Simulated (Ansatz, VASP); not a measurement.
One calculation of Si2W, two programs

```
CELL_PARAMETERS angstrom
-1.60690 1.60690 3.95410
1.60690 -1.60690 3.95410
1.60690 1.60690 -3.95410
ATOMIC_POSITIONS crystal
W 0.00000 0.00000 0.00000
Si 0.66530 0.66530 0.00000
Si 0.33470 0.33470 0.00000
```

Alike in both runs: task single point; functional PBEsol; k mesh 10 × 10 × 10; occupations fermi-dirac, width 0.05 eV; no spin polarisation.

|  | VASP | Ansatz |
| --- | --- | --- |
| version | VASP 6.6.1 | Ansatz 0.2.0 |
| potentials or method | VASP PAW PBE potentials, release 64 (W_sv, Si) | Ansatz PAW |
| plane-wave cutoff (eV) | 520 | 420 |
| valence electrons in the cell | 22 | 22 |

|  | VASP | Ansatz | Ansatz less VASP |
| --- | --- | --- | --- |
| gap on the k mesh at the Fermi level (eV) | none | none | - |
| pressure (GPa) | -4.1 | -4.3 | -0.28 |
| largest component of the traceless stress (GPa) | 2.63 | 2.59 | -0.043 |
| rms of the force components (eV/Å) | 0.014 | 0.016 | +0.0026 |

Atom by atom the forces differ by 0.003 eV/Å (rms over components). A gap of «none» marks a metal or a gap that the smearing closes.

Caveats: the PAW data sets were made with another functional, which shifts forces and pressure a little (VASP); the PAW data sets come from PBE, with cores solved anew for the run's functional, which leaves a small shift of forces and pressure (Ansatz). Spin-orbit coupling is left out, which matters for the levels of W.
